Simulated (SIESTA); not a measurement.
Set up this calculation in SIESTA 5.4.2, as the native input.

| Item | Value |
| --- | --- |
| Task | single point |
| Functional | PBE |
| Potentials or basis | PseudoDojo 0.4 standard (PBE files) |
| Basis | DZP (energy shift 0.003 Ry; two zetas on semicore shells) |
| Grid cutoff | 800 Ry |
| Energy shift | 0.003 Ry |
| k mesh | 11 × 11 × 11 |
| Occupations | fermi-dirac, width 0.05 eV |
| Spin | no spin polarisation |

Crystal: Ge.

```xyz
2
Lattice="-2.5745 2.5745 1.3974 2.5745 -2.5745 1.3974 2.5745 2.5745 -1.3974" Properties=species:S:1:pos:R:3 pbc="T T T"
Ge    0.0000    0.0000    1.3974
Ge    2.5745    0.0000    0.6987
```

This isn't the form of Ge at room conditions, which is diamond.

The input as run:

Ge.fdf

```
SystemName                      Ge
SystemLabel                     Ge
NumberOfSpecies                 1
NumberOfAtoms                   2
%block ChemicalSpeciesLabel
  1  32 Ge
%endblock ChemicalSpeciesLabel

LatticeConstant                 1.0 Ang
%block LatticeVectors
    -2.5744897190     2.5744897190     1.3974126432
     2.5744897190    -2.5744897190     1.3974126432
     2.5744897190     2.5744897190    -1.3974126432
%endblock LatticeVectors
AtomicCoordinatesFormat         Fractional
%block AtomicCoordinatesAndAtomicSpecies
     0.5000000000     0.5000000000     0.0000000000  1  Ge
     0.2500000000     0.7500000000     0.5000000000  1  Ge
%endblock AtomicCoordinatesAndAtomicSpecies

%block kgrid.MonkhorstPack
   11   0   0  0.0
    0  11   0  0.0
    0   0  11  0.0
%endblock kgrid.MonkhorstPack
XC.Functional                   GGA
XC.Authors                      PBE
PAO.BasisSize                   DZP
PAO.EnergyShift                 0.003 Ry
Mesh.Cutoff                     800 Ry
OccupationFunction              FD
ElectronicTemperature           0.05 eV
MaxSCFIterations                120
SCF.MustConverge                false
SCF.Mixer.Method                Pulay
SCF.Mixer.Weight                0.25
SCF.Mixer.History               8
SCF.DM.Tolerance                5.0e-05
SCF.H.Tolerance                 1.0e-03 eV
WriteForces                     true
Charge.Mulliken                 end
Charge.Hirshfeld                end
Charge.Voronoi                  end
SaveRho                         true
SaveElectrostaticPotential      true
%block PAO.Basis
  Ge 4
  n=4 0 2
    5.972 0.000
  n=4 1 2
    8.196 0.000
  n=3 2 2
    3.189 0.000
  n=4 2 1
    8.196
%endblock PAO.Basis
```

Potentials or basis: PseudoDojo 0.4 standard (PBE files), DZP (energy shift 0.003 Ry; two zetas on semicore shells).

Launch:

```console
$ siesta < Ge.fdf > Ge.out 2>&1
```

It gave:

```
Pressure               : 4.8 GPa
Band gap on the k mesh : none (metal or under the smearing width)
```

Caveat: the basis of atomic orbitals isn't converged, which shifts pressures, moduli and gaps.

It took 2.1 min on 1 thread of Intel(R) Xeon(R) 6975P-C (Granite Rapids), on a shared host, peak memory 0.62 GiB.
